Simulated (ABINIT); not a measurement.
**InP (F-43m): G0W0 in ABINIT against the plane-wave cutoff**

Aim: move the plane-wave cutoff of a G0W0 run on InP (F-43m) over a wide range.

Method: PBE and many-body steps on it, plane waves, in ABINIT 10.8.3.

The database entry behind the starting cell differs from later determinations by our own check (0.1 to 0.3 % short, probably kX units), so it need not match the best structure at ambient conditions.

## (1) The structure

The structure is cubic, space group F-43m (No. 216). Conventional cell: a = 5.861 Å, b = 5.861 Å, c = 5.861 Å, α = 90.00°, β = 90.00°, γ = 90.00°. Nearest to In lie 4 P at 2.54 Å. Nearest to P lie 4 In at 2.54 Å. Farther neighbours are not listed.

Coordinates:

```cif
data_structure
_symmetry_space_group_name_H-M 'F-43m'
_symmetry_Int_Tables_number 216
_cell_length_a 5.8610
_cell_length_b 5.8610
_cell_length_c 5.8610
_cell_angle_alpha 90.000
_cell_angle_beta 90.000
_cell_angle_gamma 90.000
_cell_volume 201.33
loop_
_atom_site_label
_atom_site_type_symbol
_atom_site_symmetry_multiplicity
_atom_site_Wyckoff_symbol
_atom_site_fract_x
_atom_site_fract_y
_atom_site_fract_z
_atom_site_occupancy
In1 In 4 a 0.00000 0.00000 0.00000 1
P1 P 4 d 0.25000 0.25000 0.75000 1
```

The cell and positions come from the Crystallography Open Database and are kept as given unless a step says otherwise.

## (2) Empty states on the mesh, 4×4×4 mesh, 98 bands

This step: ABINIT 10.8.3; DFT, PBE, plane waves, norm-conserving pseudopotentials.

The sums over transitions need many empty states on a uniform mesh; this step solves for them.

The input, run.abi:

```
acell 3*1.0 Angstrom
rprim 
  -0.000000000000 2.930500000000 2.930500000000
  2.930500000000 -0.000000000000 2.930500000000
  2.930500000000 2.930500000000 -0.000000000000
ntypat 2
znucl 49 15
natom 2
typat 1 2
xred 
  0.000000000000 0.000000000000 0.000000000000
  0.250000000000 0.250000000000 0.250000000000
pp_dirpath "pseudos"
pseudos "In.upf, P.upf"
ecut 31
ngkpt 4 4 4
nshiftk 1
shiftk 0 0 0
kptopt 1
chksymbreak 0
irdden 1
istwfk *1
nband 98
prtvol 0
optdriver 6
gwr_task "HDIAGO"
paral_kgb 0
occopt 1
indata_prefix "in"
outdata_prefix "out"
tmpdata_prefix "tmp"
```

Run with:

```
$ OMP_NUM_THREADS=1 mpirun -n 4 abinit run.abi > log
```

Numbers of over 12 decimals in the logs are rounded to 6 here.

The program printed:

```text
.Version 10.8.3 of ABINIT. v10.8.2 released Aug 2026.

 Symmetries : space group F-4 3 m (#216); Bravais cF (face-center cubic)
[... echo of the input left out ...]
== DATASET  1 ==================================================================
-   mpi_nproc: 4, omp_nthreads: 1 (-1 if OMP is not activated)

--- !DatasetInfo
iteration_state: {dtset: 1, }
dimensions: {natom: 2, nkpt: 8, mband: 98, nsppol: 1, nspinor: 1, nspden: 1, mpw: 2826, }
cutoff_energies: {ecut:  31.0, pawecutdg:  -1.0, }
[...]
Direct band gap semiconductor
 Fundamental gap:     0.709 (eV)
   VBM:     4.474 (eV) at k: [ 0.0000E+00,  0.0000E+00,  0.0000E+00]
   CBM:     5.183 (eV) at k: [ 0.0000E+00,  0.0000E+00,  0.0000E+00]
 Direct gap:         0.709 (eV) at k: [ 0.0000E+00,  0.0000E+00,  0.0000E+00]

== END DATASET(S) ==============================================================
================================================================================

 -outvars: echo values of variables after computation  --------
           etotal      0.0000000000E+00
            nband          98
             nkpt           8
          spgroup         216
 [... the other variables as echoed above ...]

 Calculation completed.
```

The job ended after 38 s (4 MPI ranks of Arm Neoverse V1, shared host; peak memory 2 GiB; 2.5 min of CPU time).

Numbers from this step:

```yaml
gap: 0.7094 eV
k_of_the_valence_top: 0, 0, 0
k_of_the_conduction_bottom: 0, 0, 0
least_direct_gap: 0.7094 eV
k_points_computed: 8
lowest_point_of_the_top_converged_band_above_the_valence_top: 68.9617 eV
```

On this mesh the gap is 0.709 eV.

The density comes from a self-consistent run that is not shown.

## (3) Empty states on the mesh, 4×4×4 mesh, 33 bands

Edit run.abi of step 2 so:

```diff
@@ -14,3 +14,3 @@
 pseudos "In.upf, P.upf"
-ecut 31
+ecut 19
 ngkpt 4 4 4
@@ -20,10 +20,10 @@
 chksymbreak 0
+iscf -2
 irdden 1
 istwfk *1
-nband 98
+nband 33
+nbdbuf 4
+tolwfr 1e-09
+nstep 60
 prtvol 0
-optdriver 6
-gwr_task "HDIAGO"
-paral_kgb 0
-occopt 1
 indata_prefix "in"
```

The program printed:

```text
.Version 10.8.3 of ABINIT. v10.8.2 released Aug 2026.

 Symmetries : space group F-4 3 m (#216); Bravais cF (face-center cubic)
[... echo of the input left out ...]
== DATASET  1 ==================================================================
-   mpi_nproc: 4, omp_nthreads: 1 (-1 if OMP is not activated)

--- !DatasetInfo
iteration_state: {dtset: 1, }
dimensions: {natom: 2, nkpt: 8, mband: 33, nsppol: 1, nspinor: 1, nspden: 1, mpw: 1363, }
cutoff_energies: {ecut:  19.0, pawecutdg:  -1.0, }
[...]
0.57927    0.57927    0.57927    0.67764    0.96191    0.96191    0.96191    1.05276
   1.05276    1.05276    1.07345    1.07345    1.07345    1.07674    1.07674    1.20326
   1.39080
 prteigrs : prtvol=0 or 1, do not print more k-points.

== END DATASET(S) ==============================================================
================================================================================

 -outvars: echo values of variables after computation  --------
            nband          33
             nkpt           8
          spgroup         216
 [... the other variables as echoed above ...]

 Calculation completed.
```

The job ended after 4.7 s (4 MPI ranks; peak memory 0.23 GiB; 18 s of CPU time).

Numbers from this step:

```
gap                                                           : 0.6740 eV
k of the valence top                                          : 0, 0, 0
k of the conduction bottom                                    : 0, 0, 0
least direct gap                                              : 0.6740 eV
k points computed                                             : 8
lowest point of the top converged band, above the valence top : 24.57 eV
```

On this mesh the gap is 0.674 eV.

## (4) Empty states on the mesh, 4×4×4 mesh, 33 bands

Edit run.abi of step 3 so:

```diff
@@ -14,3 +14,3 @@
 pseudos "In.upf, P.upf"
-ecut 19
+ecut 25
 ngkpt 4 4 4
```

The program printed:

```text
.Version 10.8.3 of ABINIT. v10.8.2 released Aug 2026.

 Symmetries : space group F-4 3 m (#216); Bravais cF (face-center cubic)
[... echo of the input left out ...]
== DATASET  1 ==================================================================
-   mpi_nproc: 4, omp_nthreads: 1 (-1 if OMP is not activated)

--- !DatasetInfo
iteration_state: {dtset: 1, }
dimensions: {natom: 2, nkpt: 8, mband: 33, nsppol: 1, nspinor: 1, nspden: 1, mpw: 2085, }
cutoff_energies: {ecut:  25.0, pawecutdg:  -1.0, }
[...]
0.57750    0.57750    0.57750    0.67640    0.96091    0.96091    0.96091    1.05107
   1.05107    1.05107    1.07269    1.07269    1.07276    1.07276    1.07276    1.26888
   1.39369
 prteigrs : prtvol=0 or 1, do not print more k-points.

== END DATASET(S) ==============================================================
================================================================================

 -outvars: echo values of variables after computation  --------
            nband          33
             nkpt           8
          spgroup         216
 [... the other variables as echoed above ...]

 Calculation completed.
```

It took 6.8 s on 4 MPI ranks; peak memory 0.24 GiB.

Numbers from this step:

```yaml
gap: 0.7080 eV
k_of_the_valence_top: 0, 0, 0
k_of_the_conduction_bottom: 0, 0, 0
least_direct_gap: 0.7080 eV
k_points_computed: 8
lowest_point_of_the_top_converged_band_above_the_valence_top: 24.52 eV
```

On this mesh the gap is 0.708 eV.

## (5) Empty states on the mesh, 4×4×4 mesh, 33 bands

Edit run.abi of step 4 so:

```diff
@@ -14,3 +14,3 @@
 pseudos "In.upf, P.upf"
-ecut 25
+ecut 39
 ngkpt 4 4 4
```

The program printed:

```text
.Version 10.8.3 of ABINIT. v10.8.2 released Aug 2026.

 Symmetries : space group F-4 3 m (#216); Bravais cF (face-center cubic)
[... echo of the input left out ...]
== DATASET  1 ==================================================================
-   mpi_nproc: 4, omp_nthreads: 1 (-1 if OMP is not activated)

--- !DatasetInfo
iteration_state: {dtset: 1, }
dimensions: {natom: 2, nkpt: 8, mband: 33, nsppol: 1, nspinor: 1, nspden: 1, mpw: 3984, }
cutoff_energies: {ecut:  39.0, pawecutdg:  -1.0, }
[...]
0.57733    0.57733    0.57733    0.67625    0.96072    0.96072    0.96072    1.05082
   1.05082    1.05082    1.07226    1.07226    1.07262    1.07262    1.07262    1.16272
   1.38735
 prteigrs : prtvol=0 or 1, do not print more k-points.

== END DATASET(S) ==============================================================
================================================================================

 -outvars: echo values of variables after computation  --------
            nband          33
             nkpt           8
          spgroup         216
 [... the other variables as echoed above ...]

 Calculation completed.
```

Run time: 12 s. Hardware: 4 MPI ranks; peak memory 0.28 GiB; 49 s of CPU time.

This step gave:

* gap: 0.7091 eV
* k of the valence top: 0, 0, 0
* k of the conduction bottom: 0, 0, 0
* least direct gap: 0.7091 eV
* k points computed: 8
* lowest point of the top converged band, above the valence top: 24.50 eV

On this mesh the gap is 0.709 eV.

## (6) Screening, 4×4×4 mesh, 29 bands, screening to 106.1 eV

The RPA dielectric matrix is built and inverted for each q.

This step: RPA screening on PBE, plane waves, norm-conserving pseudopotentials.

Edit run.abi of step 5 so:

```diff
@@ -14,3 +14,3 @@
 pseudos "In.upf, P.upf"
-ecut 39
+ecut 19
 ngkpt 4 4 4
@@ -20,10 +20,11 @@
 chksymbreak 0
-iscf -2
-irdden 1
 istwfk *1
-nband 33
-nbdbuf 4
-tolwfr 1e-09
-nstep 60
-prtvol 0
+occopt 1
+irdwfk 1
+optdriver 3
+nband 29
+ecuteps 3.9
+inclvkb 2
+awtr 1
+symchi 1
 indata_prefix "in"
```

The program printed:

```text
.Version 10.8.3 of ABINIT. v10.8.2 released Aug 2026.

 Symmetries : space group F-4 3 m (#216); Bravais cF (face-center cubic)
[... echo of the input left out ...]
== DATASET  1 ==================================================================
-   mpi_nproc: 4, omp_nthreads: 1 (-1 if OMP is not activated)

--- !DatasetInfo
iteration_state: {dtset: 1, }
dimensions: {natom: 2, nkpt: 8, mband: 29, nsppol: 1, nspinor: 1, nspden: 1, mpw: 1363, }
cutoff_energies: {ecut:  19.0, pawecutdg:  -1.0, }
electrons: {nelect:   1.80000000E+01, charge:   0.00000000E+00, occopt:   1.00000000E+00, tsmear:   1.00000000E-02, }

 SCREENING: Calculation of the susceptibility and dielectric matrices

 Based on a program developped by R.W. Godby, V. Olevano, G. Onida, and L. Reining.
 Incorporated in ABINIT by V. Olevano, G.-M. Rignanese, and M. Torrent.
.Using double precision arithmetic ; gwpc =  8

[... cell and pseudopotentials left out ...]
--------------------------------------------------------------------------------

 ==== K-mesh for the wavefunctions ====
 Number of points in the irreducible wedge :     8
[... list of points left out ...]
 Together with 24 symmetry operations and time-reversal symmetry
 yields    64 points in the full Brillouin Zone.

 ==== Q-mesh for the screening function ====
 Number of points in the irreducible wedge :     8
[... list of points left out ...]
 Together with 24 symmetry operations and time-reversal symmetry
 yields    64 points in the full Brillouin Zone.

 setmesh: FFT mesh size selected  =    24x   24x   24
          total number of points  =        13824

 vcoul_init : cutoff-mode = AUXILIARY_FUNCTION
 q-points for optical limit:   1
     1)      0.000010    0.000020    0.000030

- screening: taking advantage of time-reversal symmetry
- Maximum band index for partially occupied states nbvw = 9
- Remaining bands to be divided among processors   nbcw = 20
- Number of bands treated by each node ~5

 Number of electrons calculated from density =   18.0000; Expected =   18.0000
 average of density, n =  0.052993
 r_s =    1.6516
 omega_plasma =   22.2058 [eV]

 calculating chi0 at frequencies [eV] :
  1    0.000000E+00    0.000000E+00
  2    0.000000E+00    2.220578E+01

--------------------------------------------------------------------------------
  q-point number  1        q = ( 0.000000, 0.000000, 0.000000) [r.l.u.]
--------------------------------------------------------------------------------
[... chi0 elements left out ...]
 For q-point:  0.000010 0.000020 0.000030
  dielectric constant =  47.3883
  dielectric constant without local fields =  50.3453

  Average fulfillment of the sum rule on Im[epsilon] for q-point    1 :     32.52  [%]
[... wings left out ...]
  q-point number  2        q = ( 0.250000, 0.000000, 0.000000) [r.l.u.]
--------------------------------------------------------------------------------
[... chi0 elements left out ...]
  Average fulfillment of the sum rule on Im[epsilon] for q-point    2 :     53.95  [%]

 [... 6 further q-points ...]
```

Run time: 4.7 s. Hardware: 4 MPI ranks; peak memory 0.36 GiB; 19 s of CPU time.

Numbers from this step:

| Item | Value |
| --- | --- |
| ε∞ with local fields, on this mesh, along the program's q direction | 47.39 |
| the same without local fields | 50.35 |
| plasma frequency | 22.21 eV |
| plane waves in the screening matrix | 137 |

Local fields lower ε∞ by 6 %. On a Γ-centred mesh this coarse the value itself is usually too large, while a short band sum pulls it down.

## (7) 19 Ha

This step: G0W0 on PBE, plane waves, norm-conserving pseudopotentials.

Edit run.abi of step 6 so:

```diff
@@ -23,8 +23,15 @@
 irdwfk 1
-optdriver 3
+optdriver 4
 nband 29
+gwcalctyp 0
+ecutsigx 19
+symsigma 1
+nkptgw 1
+kptgw 
+  0.0000000000 0.0000000000 0.0000000000
+bdgw 
+  7 13
 ecuteps 3.9
-inclvkb 2
-awtr 1
-symchi 1
+irdscr 1
+ppmodel 1
 indata_prefix "in"
```

The program printed:

```text
.Version 10.8.3 of ABINIT. v10.8.2 released Aug 2026.

 Symmetries : space group F-4 3 m (#216); Bravais cF (face-center cubic)
[... echo of the input left out ...]
== DATASET  1 ==================================================================
-   mpi_nproc: 4, omp_nthreads: 1 (-1 if OMP is not activated)

--- !DatasetInfo
iteration_state: {dtset: 1, }
dimensions: {natom: 2, nkpt: 8, mband: 29, nsppol: 1, nspinor: 1, nspden: 1, mpw: 1363, }
cutoff_energies: {ecut:  19.0, pawecutdg:  -1.0, }
electrons: {nelect:   1.80000000E+01, charge:   0.00000000E+00, occopt:   1.00000000E+00, tsmear:   1.00000000E-02, }

 SIGMA: Calculation of the GW corrections

 Based on a program developped by R.W. Godby, V. Olevano, G. Onida, and L. Reining.
 Incorporated in ABINIT by V. Olevano, G.-M. Rignanese, and M. Torrent.
.Using double precision arithmetic ; gwpc =  8

[... cell and pseudopotentials left out ...]
--------------------------------------------------------------------------------

 ==== K-mesh for the wavefunctions ====
 Number of points in the irreducible wedge :     8
[... list of points left out ...]
 Together with 24 symmetry operations and time-reversal symmetry
 yields    64 points in the full Brillouin Zone.

 ==== Q-mesh for screening function ====
 Number of points in the irreducible wedge :     8
[... list of points left out ...]
 Together with 24 symmetry operations and time-reversal symmetry
 yields    64 points in the full Brillouin Zone.

 vcoul_init : cutoff-mode = AUXILIARY_FUNCTION
 q-points for optical limit:   1
     1)      0.000010    0.000020    0.000030
 setmesh: FFT mesh size selected  =    32x   32x   32
          total number of points  =        32768

 Number of electrons calculated from density =   18.0000; Expected =   18.0000
 average of density, n =  0.052993
 r_s =    1.6516
 omega_plasma =   22.2058 [eV]

 === KS Band Gaps ===
  >>>> For spin  1
   Minimum direct gap =   0.6742 [eV], located at k-point      :   0.0000  0.0000  0.0000
   Fundamental gap    =   0.6742 [eV], Top of valence bands at :   0.0000  0.0000  0.0000
                                       Bottom of conduction at :   0.0000  0.0000  0.0000
 SIGMA fundamental parameters:
 PLASMON POLE MODEL  1
 number of plane-waves for SigmaX                 1363
 number of plane-waves for SigmaC and W            137
 number of plane-waves for wavefunctions          1363
 number of bands                                    29
 number of independent spin polarizations            1
 number of spinorial components                      1
 number of k-points in IBZ                           8
 number of q-points in IBZ                           8
 number of symmetry operations                      24
 number of k-points in BZ                           64
 number of q-points in BZ                           64
 number of frequencies for dSigma/dE                 9
 frequency step for dSigma/dE [eV]                0.25
 number of omega for Sigma on real axis              0
 max omega for Sigma on real axis  [eV]           0.00
 zcut for avoiding poles [eV]                     0.10

 EPSILON^-1 parameters (SCR file):
 dimension of the eps^-1 matrix on file            137
 dimension of the eps^-1 matrix used               137
 number of plane-waves for wavefunctions          1363
 number of bands                                    29
 number of q-points in IBZ                           8
 number of frequencies                               2
 number of real frequencies                          1
 number of imag frequencies                          1

 matrix elements of self-energy operator (all in [eV])

 Perturbative Calculation

--- !SelfEnergy_ee
iteration_state: {dtset: 1, }
kpoint     : [   0.000,    0.000,    0.000, ]
spin       : 1
KS_gap     :    0.674
QP_gap     :    0.994
Delta_QP_KS:    0.320
data: !SigmaeeData |
     Band     E0 <VxcDFT>   SigX SigC(E0)      Z dSigC/dE  Sig(E)    E-E0       E
        7   4.501 -12.510 -14.154   1.987   0.773  -0.294 -12.245   0.265   4.765
        8   4.501 -12.510 -14.154   1.987   0.773  -0.294 -12.245   0.265   4.765
        9   4.501 -12.510 -14.154   1.987   0.773  -0.294 -12.245   0.265   4.765
       10   5.175 -11.343  -7.565  -3.037   0.788  -0.269 -10.759   0.584   5.759
       11   8.566 -10.248  -6.417  -3.262   0.795  -0.258  -9.796   0.453   9.019
       12   8.566 -10.248  -6.417  -3.262   0.795  -0.258  -9.796   0.453   9.019
       13   8.566 -10.248  -6.417  -3.262   0.795  -0.258  -9.796   0.453   9.019

== END DATASET(S) ==============================================================
================================================================================

 -outvars: echo values of variables after computation  --------
           etotal      0.0000000000E+00
            nband          29
             nkpt           8
          spgroup         216
 [... the other variables as echoed above ...]

 Calculation completed.
```

It took 2.8 s on 4 MPI ranks; peak memory 0.1 GiB.

This step gave:

| Item | Value |
| --- | --- |
| G0W0 gap on the points computed | 0.9940 eV |
| starting gap on the mesh | 0.6740 eV |
| k of the valence top | 0, 0, 0 |
| k of the conduction bottom | 0, 0, 0 |
| Z at the valence top | 0.773 |
| Z at the conduction bottom | 0.788 |
| least direct G0W0 gap on the computed points | 0.9940 eV |

(Continued in part 2 of 2.)

[Paths, hosts, dates, memory and timing lines, banners, echoed tables and standing remarks are left out of the program output.]

[Logs are printed without paths, hosts, clocks, repeated set-up lines and the standing remarks that a program may print on its own settings, such as how far it seeks lower states.]

[Runs of the session that timed out or met a known fault of the program may be left out.]

[Hosts, paths, dates, database ids (printed as entryN), source tags and the programs' standing remarks are cut or masked in the printed files.]

[G0W0 gaps are taken among the corrected bands and points alone; a level outside them can change the order at an edge.]

[Where Ansatz stands beside ABINIT at settings called matched, ABINIT's density can come from a denser mesh and the files from another edition; pairs whose starting gaps differed by over 0.03 eV were left out, so agreement reads better than it is.]
